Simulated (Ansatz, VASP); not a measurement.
# Si in VASP and in Ansatz

```
Si
1.0
     0.00000    1.92462    1.92462
     1.92462    0.00000    1.92462
     1.92462    1.92462    0.00000
Si
1
Direct
  0.00000 0.00000 0.00000
```

Alike in both runs: functional PBEsol; k mesh 16 × 16 × 16; occupations fermi-dirac, width 0.08 eV; no spin polarisation.

Ansatz relaxed the structure, and its values are those at the end. VASP's run is a single point on that final structure, the one shown.

|  | VASP | Ansatz |
| --- | --- | --- |
| version | VASP 6.6.1 | Ansatz 0.2.0 |
| potentials or method | VASP PAW PBE potentials, release 64 (Si), cutoff 520 eV | all-electron LAPW, scalar-relativistic |

Ansatz gave:

* pressure (GPa): -1.2

Question: What did VASP give for the same quantities?

Answer: Pressure (GPa): -1.1.

Ansatz ran all-electron here, so the differences hold the error of VASP's frozen core and of both bases.

Caveats: the PAW data sets were made with another functional, which shifts forces and pressure a little (VASP).
